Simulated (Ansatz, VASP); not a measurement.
## Ga: VASP beside Ansatz

```
CELL_PARAMETERS angstrom
-1.74064 1.74064 1.74064
1.74064 -1.74064 1.74064
1.74064 1.74064 -1.74064
ATOMIC_POSITIONS crystal
Ga 0.00000 0.00000 0.00000
```

Alike in both runs: task relaxation of cell and atoms; functional r2SCAN; k mesh 8 × 8 × 8; occupations gaussian, width 0.1 eV; no spin polarisation.

```csv
,VASP,Ansatz
version,VASP 6.6.1,Ansatz 0.2.0
potentials or method,"VASP PAW PBE potentials, release 64 (Ga_d)","scalar-relativistic, plane waves, PAW"
plane-wave cutoff (eV),600,500
valence electrons in the cell,13,13
```

```csv
,VASP,Ansatz,Ansatz less VASP
"gap on the k mesh at the Fermi level, each at its own relaxed structure (eV)",none,none,-
relaxed volume (Å³/atom),18.30,18.32,+0.025
relaxed cell length with the largest relative difference (Å),2.875,2.877,+0.0013
energy change over the relaxation (meV/atom),-58,-56,+1.6
```

A gap of «none» marks a metal or a gap that the smearing closes.

Caveats: the PAW data sets were made with another functional, which shifts forces and pressure a little (VASP).
